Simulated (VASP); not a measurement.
A run of VASP 6.6.1 is set up as follows.

The input POSCAR:

```
Sc
1.0
    2.9619194164      0.0000000000      0.0000000000
    0.0000000000      2.9619194164      0.0000000000
    0.0000000000      0.0000000000      2.9619194164
Sc
1
Direct
    0.0000000000      0.0000000000      0.0000000000
```

The input INCAR.step1:

```
PREC = Accurate ; ENCUT = 520
EDIFF = 1E-5 ; ISMEAR = -1
SIGMA = 0.1 ; LREAL = False
LASPH = True ; NELM = 60
ALGO = Normal ; ISIF = 2
LWAVE = True ; LCHARG = False
GGA = PE ; NBANDS = 12
```

The input INCAR.step2:

```
PREC = Accurate ; ENCUT = 520
EDIFF = 1E-7 ; ISMEAR = -1
SIGMA = 0.1 ; LREAL = False
LASPH = True ; NELM = 60
ALGO = Normal ; ISIF = 2
LWAVE = False ; LCHARG = False
METAGGA = R2SCAN ; LHFCALC = True
AEXX = 0.25 ; LMIXTAU = True
PRECFOCK = Normal ; HFRCUT = -1
ISTART = 1 ; NBANDS = 12
```

KPOINTS

```
regular mesh
0
Gamma
  6 6 6
```

Potentials or basis: VASP PAW PBE potentials, release 64 (Sc_sv).

The run is started by

```sh
$ cat potpaw_PBE.64/Sc_sv/POTCAR > POTCAR
$ cp INCAR.step1 INCAR
$ mpirun -np 1 vasp_std > vasp.out
$ cp INCAR.step2 INCAR
$ mpirun -np 1 vasp_std > vasp.out
```

What does it give for the band gap on the k mesh?

None (metal or under the smearing width).

What does it give for the pressure?

1.2 GPa.

Caveat: the PAW data sets were made with another functional, which shifts forces and pressure a little.
